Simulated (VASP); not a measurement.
# Pb (Im-3m) in VASP: single point with PBE

Aim: the single point of Pb with PBE.

Program: VASP 6.6.1. These are calculated values, not measurements. Logs are shortened: lines on timing, memory, paths and dates and some standing lists are left out, and cuts for length are marked.

## 1. Starting point

It takes space group Im-3m (No. 229, cubic). The conventional cell has a = 3.959 Å, b = 3.959 Å, c = 3.959 Å, α = 90.00°, β = 90.00°, γ = 90.00°. Pb (site symmetry m-3m) has 8 Pb at 3.43 Å as nearest neighbours.

This isn't the form of Pb at room conditions, which is fcc.

## 2. Single point, PBE

The input, INCAR:

```
PREC = Accurate ; ENCUT = 520
EDIFF = 1E-6 ; ISMEAR = -1
SIGMA = 0.01 ; LREAL = False
LASPH = True ; NELM = 60
ALGO = Fast ; ISIF = 2
LWAVE = False ; LCHARG = True
GGA = PE ; LELF = True
LVHAR = True ; NBANDS = 13
```

The input, KPOINTS:

```
Automatic mesh
0
Gamma
  4 4 4
```

The input, POSCAR:

```
Pb
1.0
    3.4288720000      0.0000000000      0.0000000000
   -1.1429572975      3.2327715367      0.0000000000
   -1.1429572975     -1.6163856924      2.7996623192
Pb
1
Direct
    0.0000000000      0.0000000000      0.0000000000
```

Potentials or basis: VASP PAW PBE potentials, release 64 (Pb_d).

Command:

```sh
> cat potpaw_PBE.64/Pb_d/POTCAR > POTCAR
> mpirun -np 1 vasp_std > vasp.out
```

OUTCAR:

```text
PREC = Accurate
   ENCUT = 520
   EDIFF = 1E-6
   ISMEAR = -1
   LREAL = False
   LASPH = True
   NELM = 60
   ISIF = 2
   GGA = PE

 ion  position               nearest neighbor table
   1  0.000  0.000  0.000-

  LATTYP: Found a body centered cubic cell.
 ALAT       =     3.9593203444

  Lattice vectors:

 A1 = (   3.4288720000,   0.0000000000,   0.0000000000)
 A2 = (  -1.1429572975,   3.2327715367,   0.0000000000)
 A3 = (  -1.1429572975,  -1.6163856924,   2.7996623192)

Analysis of symmetry for initial positions (statically):
=====================================================================
 Subroutine PRICEL returns:
 Original cell was already a primitive cell.

 Routine SETGRP: Setting up the symmetry group for a
 body centered cubic supercell.

 Subroutine GETGRP returns: Found 48 space group operations
 (whereof 48 operations were pure point group operations)
 out of a pool of 48 trial point group operations.

The static configuration has the point symmetry O_h .

Analysis of symmetry for dynamics (positions and initial velocities):
=====================================================================
 Subroutine PRICEL returns:
 Original cell was already a primitive cell.

 Routine SETGRP: Setting up the symmetry group for a
 body centered cubic supercell.

 Subroutine GETGRP returns: Found 48 space group operations
 (whereof 48 operations were pure point group operations)
 out of a pool of 48 trial point group operations.

The dynamic configuration has the point symmetry O_h .

 Subroutine INISYM returns: Found 48 space group operations
 (whereof 48 operations are pure point group operations),
 and found     1 'primitive' translations

----------------------------------------------------------------------------------------

                                     Primitive cell

  volume of cell :      31.0336

  direct lattice vectors                    reciprocal lattice vectors
     3.428872000  0.000000000  0.000000000     0.291641099  0.103110696  0.178592959
    -1.142957297  3.232771537  0.000000000     0.000000000  0.309332097  0.178592959
    -1.142957297 -1.616385692  2.799662319     0.000000000  0.000000000  0.357185934

  length of vectors
     3.428872000  3.428872000  3.428872000     0.357185934  0.357185934  0.357185934

  position of ions in fractional coordinates (direct lattice)
     0.000000000  0.000000000  0.000000000

  ion indices of the primitive-cell ions
   primitive index   ion index
                 1           1

----------------------------------------------------------------------------------------

 KPOINTS: Automatic mesh

Automatic generation of k-mesh.
 Grid dimensions read from file:
 generate k-points for:    4    4    4

 Generating k-lattice:

  Cartesian coordinates                     Fractional coordinates (reciprocal lattice)
     0.072910275  0.025777674  0.044648240     0.250000000  0.000000000  0.000000000
     0.000000000  0.077333024  0.044648240     0.000000000  0.250000000 -0.000000000
     0.000000000  0.000000000  0.089296483     0.000000000  0.000000000  0.250000000

  Length of vectors
     0.089296483  0.089296483  0.089296483

  Shift w.r.t. Gamma in fractional coordinates (k-lattice)
     0.000000000  0.000000000  0.000000000

 Subroutine IBZKPT returns following result:
 ===========================================

 Found      8 irreducible k-points:

 Following reciprocal coordinates:
            Coordinates               Weight
  0.000000  0.000000  0.000000      1.000000
  0.250000  0.000000  0.000000     12.000000
  0.500000  0.000000  0.000000      6.000000
  0.250000  0.250000 -0.000000     24.000000
  0.250000  0.250000  0.250000      2.000000
 -0.250000  0.250000  0.250000      6.000000
  0.500000  0.500000  0.250000     12.000000
  0.500000  0.500000  0.500000      1.000000
   k-points           NKPTS =      8   k-points in BZ     NKDIM =      8   number of bands    NBANDS=     13
   number of dos      NEDOS =    301   number of ions     NIONS =      1
   total plane-waves  NPLWV =  21952
   dimension x,y,z NGX =    28 NGY =   28 NGZ =   28
   dimension x,y,z NGXF=    56 NGYF=   56 NGZF=   56
   ions per type =               1
   NGX,Y,Z   is equivalent  to a cutoff of  13.58, 13.58, 13.58 a.u.
   NGXF,Y,Z  is equivalent  to a cutoff of  27.15, 27.15, 27.15 a.u.
 SYSTEM =  unknown system
   PREC   = accura    normal or accurate (medium, high low for compatibility)
   ISTART =      0    job   : 0-new  1-cont  2-samecut
   ICHARG =      2    charge: 1-file 2-atom 10-const
   ISPIN  =      1    spin polarized calculation?
   LNONCOLLINEAR =      F non collinear calculations
   LSORBIT =      F    spin-orbit coupling
   LASPH  =      T    aspherical Exc in radial PAW
   ENCUT  =  520.0 eV  38.22 Ry    6.18 a.u.   6.38  6.38  6.38*2*pi/ulx,y,z
   NELM   =     60;   NELMIN=  2; NELMDL= -5     # of ELM steps
   EDIFF  = 0.1E-05   stopping-criterion for ELM
   LREAL  =      F    real-space projection
[... 7 lines left out ...]
   TEBEG  =    0.0;   TEEND  =   0.0 temperature during run
   PSTRESS=    0.0 pullay stress
   NELECT =      14.0000    total number of electrons
   NUPDOWN=      -1.0000    fix difference up-down
   EMIN   =  10.00;   EMAX   =-10.00  energy-range for DOS
   EFERMI =   0.00;   METHOD = LEGACY
   ISMEAR =    -1;   SIGMA  =   0.01  broadening in eV -4-tet -1-fermi 0-gaus
   EFERMI_NEDOS =   21; number of points for ismear=-14 and -15
   IALGO  =     68    algorithm
   IMIX   =      4    mixing-type and parameters
     AMIX     =   0.40;   BMIX     =  1.00
     AMIX_MAG =   1.60;   BMIX_MAG =  1.00
  volume/ion in A,a.u.               =      31.03       209.42
  Fermi-wavevector in a.u.,A,eV,Ry     =   1.255568  2.372679 21.448914  1.576451
  Thomas-Fermi vector in A             =   2.389318
   LORBIT       =      0    0 simple, 1 ext, 2 COOP (PROOUT), +10 PAW based schemes
   GGA     = PE    functional components
   LHFCALC =     F    Hartree Fock is set to
   AEXX    =    0.0000 exact exchange contribution
   IVDW    =     0    specifies the selected vdW correction
   LEPSILON=     F    determine dielectric tensor
   LRPA    =     F    only Hartree local field effects (RPA)
 non-spin polarized calculation
 RMM-DIIS sequential band-by-band and
  energy-cutoff  :      520.00
  volume of cell :       31.03
 maximum number of plane-waves:       887
 NGX is ok and might be reduce to    28
   NGX = 13   NGY = 13   NGZ = 13

 number of electron      14.0000002 magnetization

 Free energy of the ion-electron system (eV)
  ---------------------------------------------------
  ext. energy  EPLUGINS =         0.00000000
  ---------------------------------------------------
  free energy    TOTEN  =        -3.30817429 eV

  energy without entropy =       -3.30300176  energy(sigma->0) =       -3.30558802

 E-fermi :   7.2463     XC(G=0): -10.0902

 val. band max:        7.2445889729   @ k =   0.2500   0.2500  -0.0000
 cond. band min:       8.0536588085   @ k =   0.2500   0.0000   0.0000
 fundamental gap:      0.8090698356
 Fermi energy:         7.2462595137

 k-point     1 :       0.0000    0.0000    0.0000
  band No.  band energies     occupation
      1     -10.1410      2.00000
      2     -10.1410      2.00000
      3     -10.1410      2.00000
      4      -9.9174      2.00000
      5      -9.9174      2.00000
      6      -4.5962      2.00000
      7      14.4449      0.00000
      8      14.4449      0.00000
      9      14.4449      0.00000
     10      18.0956      0.00000
     11      18.0956      0.00000
     12      18.0956      0.00000
     13      18.5246      0.00000

 k-point     2 :       0.2500    0.0000    0.0000
  band No.  band energies     occupation
      1     -10.1802      2.00000
      2     -10.1107      2.00000
      3      -9.9643      2.00000
      4      -9.9475      2.00000
      5      -9.9210      2.00000
      6      -3.3630      2.00000
      7       8.0537      0.00000
      8      11.9704      0.00000
      9      13.1413      0.00000
     10      15.3758      0.00000
     11      16.5649      0.00000
     12      18.5427      0.00000
     13      20.5554      0.00000

 k-point     3 :       0.5000    0.0000    0.0000
  band No.  band energies     occupation
      1     -10.2191      2.00000
      2     -10.1378      2.00000
      3      -9.9314      2.00000
      4      -9.9242      2.00000
      5      -9.7795      2.00000
      6      -0.8741      2.00000
      7       3.0722      2.00000
      8      10.3999      0.00000
      9      12.0973      0.00000
     10      14.4505      0.00000
     11      15.8657      0.00000
     12      20.7989      0.00000
     13      21.5758      0.00000

 k-point     4 :       0.2500    0.2500   -0.0000
  band No.  band energies     occupation
      1     -10.1750      2.00000
      2     -10.0685      2.00000
      3      -9.9520      2.00000
      4      -9.9443      2.00000
      5      -9.8554      2.00000
      6      -1.2095      2.00000
      7       4.9766      2.00000
      8       7.2446      1.08333
      9      11.3398      0.00000
     10      16.8624      0.00000
     11      17.6556      0.00000
     12      21.3306      0.00000
     13      21.5600      0.00000

 k-point     5 :       0.2500    0.2500    0.2500
  band No.  band energies     occupation
      1     -10.0424      2.00000
      2     -10.0424      2.00000
      3     -10.0424      2.00000
      4      -9.9224      2.00000
      5      -9.9224      2.00000
      6      -0.1928      2.00000
      7       6.0082      2.00000
      8       6.0082      2.00000
      9       6.0082      2.00000
     10      23.5868      0.00000
     11      23.5871      0.00000
     12      23.5880      0.00000
     13      24.9688      0.00000

 k-point     6 :      -0.2500    0.2500    0.2500
  band No.  band energies     occupation
      1     -10.0510      2.00000
      2     -10.0090      2.00000
      3     -10.0090      2.00000
      4      -9.9773      2.00000
      5      -9.9745      2.00000
      6      -2.1770      2.00000
      7       8.0574      0.00000
      8       9.5592      0.00000
      9       9.5592      0.00000
     10      13.3536      0.00000
     11      20.1785      0.00000
     12      20.1785      0.00000
     13      20.5280      0.00000

 k-point     7 :       0.5000    0.5000    0.2500
  band No.  band energies     occupation
      1     -10.1146      2.00000
      2     -10.0612      2.00000
      3     -10.0220      2.00000
      4      -9.9189      2.00000
      5      -9.7966      2.00000
      6       0.0779      2.00000
      7       4.4138      2.00000
      8       8.1053      0.00000
      9       9.1429      0.00000
     10      14.4358      0.00000
     11      15.6954      0.00000
     12      19.6466      0.00000
     13      19.7373      0.00000

 k-point     8 :       0.5000    0.5000    0.5000
  band No.  band energies     occupation
      1     -10.1897      2.00000
      2     -10.1897      2.00000
      3      -9.8136      2.00000
      4      -9.8136      2.00000
      5      -9.8136      2.00000
      6       1.7414      2.00000
      7       6.6636      2.00000
      8       6.6636      2.00000
      9       6.6636      2.00000
     10      11.5714      0.00000
     11      11.5714      0.00000
     12      23.3940      0.00000
     13      26.0937      0.00000

------------------------ aborting loop because EDIFF is reached ----------------------------------------

  FORCE on cell =-STRESS in cart. coord.  units (eV):
  Direction    XX          YY          ZZ          XY          YZ          ZX
  --------------------------------------------------------------------------------------
  -------------------------------------------------------------------------------------
  Total       -0.0110261     -0.0110261     -0.0110261     -0.0000000     -0.0000000     -0.0000000
  in kB       -0.5692479     -0.5692479     -0.5692479     -0.0000000     -0.0000000     -0.0000000
  external PRESSURE =      -0.5692479 kB  Pullay stress =       0.0000000 kB

 VOLUME and BASIS-vectors are now :
 -----------------------------------------------------------------------------
  energy-cutoff  :      520.00
  volume of cell :       31.03
      direct lattice vectors                 reciprocal lattice vectors
     3.428872000  0.000000000  0.000000000     0.291641099  0.103110696  0.178592959
    -1.142957297  3.232771537  0.000000000     0.000000000  0.309332097  0.178592959
    -1.142957297 -1.616385692  2.799662319     0.000000000  0.000000000  0.357185934

 POSITION                                       TOTAL-FORCE (eV/Angst)
 -----------------------------------------------------------------------------------
      0.00000      0.00000      0.00000         0.000000     -0.000000      0.000000
 -----------------------------------------------------------------------------------
    total drift:                               -0.000000      0.000000     -0.000000

  FREE ENERGIE OF THE ION-ELECTRON SYSTEM (eV)
  ---------------------------------------------------
  free  energy   TOTEN  =        -3.3081742878 eV

  energy  without entropy=       -3.3030017559  energy(sigma->0) =       -3.30558802
```

Run time: 6.6 s. Hardware: 1 thread of Intel Xeon Platinum 8375C at 2.90GHz (Ice Lake), shared host; peak memory 0.15 GiB.

Results:

```
Free energy            : -3.3082 eV
Pressure               : -0.1 GPa
Band gap on the k mesh : none (metal or under the smearing width)
```

Caveat: the k mesh is coarse (spacing up to 0.56 Å⁻¹), so the values aren't converged.
